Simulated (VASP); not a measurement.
# Cu (Fm-3m) in VASP: notebook

One crystal, Cu, is run at these levels: r2SCAN; tasks: relaxation of the atoms.

Program: VASP 6.6.1. These are calculated values, not measurements. Logs are shortened: lines on timing, memory, paths and dates and some standing lists are left out, and cuts for length are marked.

**1. Starting point**

The structure is cubic, space group Fm-3m (No. 225). Conventional cell: a = 3.582 Å, b = 3.582 Å, c = 3.582 Å, α = 90.00°, β = 90.00°, γ = 90.00°. Around Cu (site symmetry m-3m) lie 12 Cu at 2.53 Å.

**2. Relaxation of the atoms, r2SCAN (a relaxed cell with its volume scaled by 0.98)**

INCAR

```
PREC = Accurate
ENCUT = 600
EDIFF = 1E-7
ISMEAR = 1
SIGMA = 0.1
LREAL = False
LASPH = True
NELM = 80
ALGO = Normal
ISIF = 2
LWAVE = False
LCHARG = False
METAGGA = R2SCAN
LMIXTAU = True
IBRION = 2
NSW = 40
EDIFFG = -0.01
```

KPOINTS

```
regular mesh
0
Gamma
  18 18 18
```

POSCAR

```
Cu                                      
1.0
   -0.0000000000      1.7790047280      1.7790047280
    1.7790047280      0.0000000000      1.7790047280
    1.7790047280      1.7790047280     -0.0000000000
  Cu            
     1
Direct
     0.0000000000000000    0.0000000000000000    0.0000000000000000
```

Potentials or basis: VASP PAW PBE potentials, release 64 (Cu).

Launch:

```console
> cat potpaw_PBE.64/Cu/POTCAR > POTCAR
> mpirun -np 1 vasp_std > vasp.out
```

OUTCAR:

```text
PREC = Accurate
   ENCUT = 600
   EDIFF = 1E-7
   ISMEAR = 1
   LREAL = False
   LASPH = True
   NELM = 80
   ISIF = 2
   METAGGA = R2SCAN
   IBRION = 2
   NSW = 40
   EDIFFG = -0.01

 ion  position               nearest neighbor table
   1  0.000  0.000  0.000-

  LATTYP: Found a face centered cubic cell.
 ALAT       =     3.5580094560

  Lattice vectors:

 A1 = (   0.0000000000,   1.7790047280,   1.7790047280)
 A2 = (   1.7790047280,   0.0000000000,   1.7790047280)
 A3 = (   1.7790047280,   1.7790047280,   0.0000000000)

Analysis of symmetry for initial positions (statically):
=====================================================================
 Subroutine PRICEL returns:
 Original cell was already a primitive cell.

 Routine SETGRP: Setting up the symmetry group for a
 face centered cubic supercell.

 Subroutine GETGRP returns: Found 48 space group operations
 (whereof 48 operations were pure point group operations)
 out of a pool of 48 trial point group operations.

The static configuration has the point symmetry O_h .

Analysis of symmetry for dynamics (positions and initial velocities):
=====================================================================
 Subroutine PRICEL returns:
 Original cell was already a primitive cell.

 Routine SETGRP: Setting up the symmetry group for a
 face centered cubic supercell.

 Subroutine GETGRP returns: Found 48 space group operations
 (whereof 48 operations were pure point group operations)
 out of a pool of 48 trial point group operations.

The dynamic configuration has the point symmetry O_h .

 Subroutine INISYM returns: Found 48 space group operations
 (whereof 48 operations are pure point group operations),
 and found     1 'primitive' translations

----------------------------------------------------------------------------------------

                                     Primitive cell

  volume of cell :      11.2606

  direct lattice vectors                    reciprocal lattice vectors
     0.000000000  1.779004728  1.779004728    -0.281056027  0.281056027  0.281056027
     1.779004728  0.000000000  1.779004728     0.281056027 -0.281056027  0.281056027
     1.779004728  1.779004728  0.000000000     0.281056027  0.281056027 -0.281056027

  length of vectors
     2.515892614  2.515892614  2.515892614     0.486803318  0.486803318  0.486803318

  position of ions in fractional coordinates (direct lattice)
     0.000000000  0.000000000  0.000000000

  ion indices of the primitive-cell ions
   primitive index   ion index
                 1           1

----------------------------------------------------------------------------------------

 KPOINTS: regular mesh

Automatic generation of k-mesh.
 Grid dimensions read from file:
 generate k-points for:   18   18   18

 Generating k-lattice:

  Cartesian coordinates                     Fractional coordinates (reciprocal lattice)
    -0.015614224  0.015614224  0.015614224     0.055555556  0.000000000  0.000000000
     0.015614224 -0.015614224  0.015614224     0.000000000  0.055555556  0.000000000
     0.015614224  0.015614224 -0.015614224     0.000000000  0.000000000  0.055555556

  Length of vectors
     0.027044629  0.027044629  0.027044629

  Shift w.r.t. Gamma in fractional coordinates (k-lattice)
     0.000000000  0.000000000  0.000000000

 Subroutine IBZKPT returns following result:
 ===========================================

 Found    195 irreducible k-points:

 Following reciprocal coordinates:
            Coordinates               Weight
  0.000000  0.000000  0.000000      1.000000
  0.055556  0.000000  0.000000      8.000000
  0.111111  0.000000  0.000000      8.000000
  0.166667  0.000000  0.000000      8.000000
  0.222222  0.000000  0.000000      8.000000
  0.277778  0.000000  0.000000      8.000000
[... 16 lines left out ...]
 -0.277778  0.055556  0.000000     24.000000
 -0.222222  0.055556  0.000000     24.000000
 [... further k-points ...]
   k-points           NKPTS =    195   k-points in BZ     NKDIM =    195   number of bands    NBANDS=      9
   number of dos      NEDOS =    301   number of ions     NIONS =      1
   total plane-waves  NPLWV =   8000
   dimension x,y,z NGX =    20 NGY =   20 NGZ =   20
   dimension x,y,z NGXF=    40 NGYF=   40 NGZF=   40
   ions per type =               1
   NGX,Y,Z   is equivalent  to a cutoff of  13.22, 13.22, 13.22 a.u.
   NGXF,Y,Z  is equivalent  to a cutoff of  26.43, 26.43, 26.43 a.u.
 SYSTEM =  unknown system
   PREC   = accura    normal or accurate (medium, high low for compatibility)
   ISTART =      0    job   : 0-new  1-cont  2-samecut
   ICHARG =      2    charge: 1-file 2-atom 10-const
   ISPIN  =      1    spin polarized calculation?
   LNONCOLLINEAR =      F non collinear calculations
   LSORBIT =      F    spin-orbit coupling
   LASPH  =      T    aspherical Exc in radial PAW
   ENCUT  =  600.0 eV  44.10 Ry    6.64 a.u.   5.02  5.02  5.02*2*pi/ulx,y,z
   NELM   =     80;   NELMIN=  2; NELMDL= -5     # of ELM steps
   EDIFF  = 0.1E-06   stopping-criterion for ELM
   LREAL  =      F    real-space projection
   EDIFFG = -.1E-01   stopping-criterion for IOM
   NSW    =     40    number of steps for IOM
   IBRION =      2    ionic relax: 0-MD 1-quasi-New 2-CG
   NFREE  =      1    steps in history (QN), initial steepest desc. (CG)
   ISIF   =      2    stress and relaxation
   ISYM   =      2    0-nonsym 1-usesym 2-fastsym
   POTIM  = 0.5000    time-step for ionic-motion
   TEBEG  =    0.0;   TEEND  =   0.0 temperature during run
   PSTRESS=    0.0 pullay stress
   NELECT =      11.0000    total number of electrons
   NUPDOWN=      -1.0000    fix difference up-down
   EMIN   =  10.00;   EMAX   =-10.00  energy-range for DOS
   EFERMI =   0.00;   METHOD = LEGACY
   ISMEAR =     1;   SIGMA  =   0.10  broadening in eV -4-tet -1-fermi 0-gaus
   EFERMI_NEDOS =   21; number of points for ismear=-14 and -15
   IALGO  =     38    algorithm
   IMIX   =      4    mixing-type and parameters
     AMIX     =   0.40;   BMIX     =  1.00
     AMIX_MAG =   1.60;   BMIX_MAG =  1.00
  volume/ion in A,a.u.               =      11.26        75.99
  Fermi-wavevector in a.u.,A,eV,Ry     =   1.624371  3.069617 35.900087  2.638582
  Thomas-Fermi vector in A             =   2.717669
   LORBIT       =      0    0 simple, 1 ext, 2 COOP (PROOUT), +10 PAW based schemes
   METAGGA = R2SCAN    functional components
   LHFCALC =     F    Hartree Fock is set to
   AEXX    =    0.0000 exact exchange contribution
   IVDW    =     0    specifies the selected vdW correction
   LEPSILON=     F    determine dielectric tensor
   LRPA    =     F    only Hartree local field effects (RPA)
 conjugate gradient relaxation of ions
 non-spin polarized calculation
 Methfessel and Paxton  Order N= 1 SIGMA  =   0.10
  energy-cutoff  :      600.00
  volume of cell :       11.26
 maximum number of plane-waves:       388
   NGX =  9   NGY =  9   NGZ =  9

 number of electron      11.0000013 magnetization

 Free energy of the ion-electron system (eV)
  ---------------------------------------------------
  ext. energy  EPLUGINS =         0.00000000
  ---------------------------------------------------
  free energy    TOTEN  =       -10.82438177 eV

  energy without entropy =      -10.82429697  energy(sigma->0) =      -10.82435351

 E-fermi :   7.9577     XC(G=0): -14.0666

 val. band max:        7.9476737158   @ k =   0.5000   0.1111   0.0000
 cond. band min:       7.9863769944   @ k =  -0.4444   0.1111   0.0556
 fundamental gap:      0.0387032785
 Fermi energy:         7.9576604898

 k-point     1 :       0.0000    0.0000    0.0000
  band No.  band energies     occupation
      1      -2.0514      2.00000
      2       4.7135      2.00000
      3       4.7135      2.00000
      4       4.7135      2.00000
      5       5.5939      2.00000
      6       5.5939      2.00000
      7      31.7759      0.00000
      8      35.1921      0.00000
      9      35.1922      0.00000

 k-point     2 :       0.0556    0.0000    0.0000
  band No.  band energies     occupation
      1      -1.9305      2.00000
      2       4.6864      2.00000
      3       4.7369      2.00000
      4       4.7369      2.00000
      5       5.5844      2.00000
      6       5.5844      2.00000
      7      31.1962      0.00000
      8      33.6031      0.00000
      9      34.7826      0.00000

 k-point     3 :       0.1111    0.0000    0.0000
  band No.  band energies     occupation
      1      -1.5717      2.00000
      2       4.6127      2.00000
      3       4.7973      2.00000
      4       4.7974      2.00000
      5       5.5651      2.00000
      6       5.5651      2.00000
      7      28.8472      0.00000
      8      32.7393      0.00000
      9      34.0582      0.00000

 k-point     4 :       0.1667    0.0000    0.0000
  band No.  band energies     occupation
      1      -0.9895      2.00000
      2       4.5154      2.00000
      3       4.8631      2.00000
      4       4.8632      2.00000
      5       5.5659      2.00000
      6       5.5660      2.00000
      7      25.8469      0.00000
      8      32.3986      0.00000
      9      33.3822      0.00000
[... 205 lines left out ...]
 k-point    22 :      -0.3333    0.0556    0.0000
  band No.  band energies     occupation
      1       1.8645      2.00000
      2       4.7401      2.00000
      3       4.7442      2.00000
      4       4.7966      2.00000
      5       5.8910      2.00000
      6       6.2239      2.00000
      7      16.5739      0.00000
      8      28.9226      0.00000
      9      31.8552      0.00000

 k-point    23 :      -0.2778    0.0556    0.0000
  band No.  band energies     occupation
      1       1.0722      2.00000
      2       4.4333      2.00000
      3       4.8189      2.00000
      4       4.8674      2.00000
      5       5.7043      2.00000
      6       5.9964      2.00000
      7      19.1609      0.00000
      8      29.0762      0.00000
      9      32.5114      0.00000

 k-point    24 :      -0.2222    0.0556    0.0000
  band No.  band energies     occupation
      1       0.1711      2.00000
      2       4.3820      2.00000
      3       4.8773      2.00000
      4       4.9202      2.00000
      5       5.5456      2.00000
      6       5.8133      2.00000
      7      21.9642      0.00000
      8      29.3969      0.00000
      9      33.2016      0.00000

 [... further k-points ...]
[... 5 lines left out ...]
  --------------------------------------------------------------------------------------
  -------------------------------------------------------------------------------------
  Total        0.2387777      0.2387777      0.2387777     -0.0000000     -0.0000000      0.0000000
  in kB       33.9737115     33.9737115     33.9737115     -0.0000000     -0.0000000      0.0000000
  external PRESSURE =      33.9737115 kB  Pullay stress =       0.0000000 kB

 VOLUME and BASIS-vectors are now :
 -----------------------------------------------------------------------------
  energy-cutoff  :      600.00
  volume of cell :       11.26
      direct lattice vectors                 reciprocal lattice vectors
     0.000000000  1.779004728  1.779004728    -0.281056027  0.281056027  0.281056027
     1.779004728  0.000000000  1.779004728     0.281056027 -0.281056027  0.281056027
     1.779004728  1.779004728  0.000000000     0.281056027  0.281056027 -0.281056027

 POSITION                                       TOTAL-FORCE (eV/Angst)
 -----------------------------------------------------------------------------------
      0.00000      0.00000      0.00000        -0.000000     -0.000000      0.000000
 -----------------------------------------------------------------------------------
    total drift:                                0.000000      0.000000      0.000000

  FREE ENERGIE OF THE ION-ELECTRON SYSTEM (eV)
  ---------------------------------------------------
  free  energy   TOTEN  =       -10.8243817720 eV

  energy  without entropy=      -10.8242969744  energy(sigma->0) =      -10.82435351

 reached required accuracy - stopping structural energy minimisation
```

Wall time 93 s (1 thread of Intel Xeon Platinum 8259CL at 2.50GHz (Skylake/Cascade Lake), shared host); peak memory 0.15 GiB.

What came out:

* Free energy: -10.8244 eV
* Pressure after relaxing: 3.4 GPa
* Band gap on the k mesh: none (metal or under the smearing width)

Final structure:
```xyz
1
Lattice="0.0000 1.7790 1.7790 1.7790 0.0000 1.7790 1.7790 1.7790 0.0000" Properties=species:S:1:pos:R:3 pbc="T T T"
Cu    0.0000    0.0000    0.0000
```

Caveat: the relaxation stopped at its first step, so nothing moved; the PAW data sets were made with another functional, which shifts forces and pressure a little.

(Part 1 of 2 ends here.)
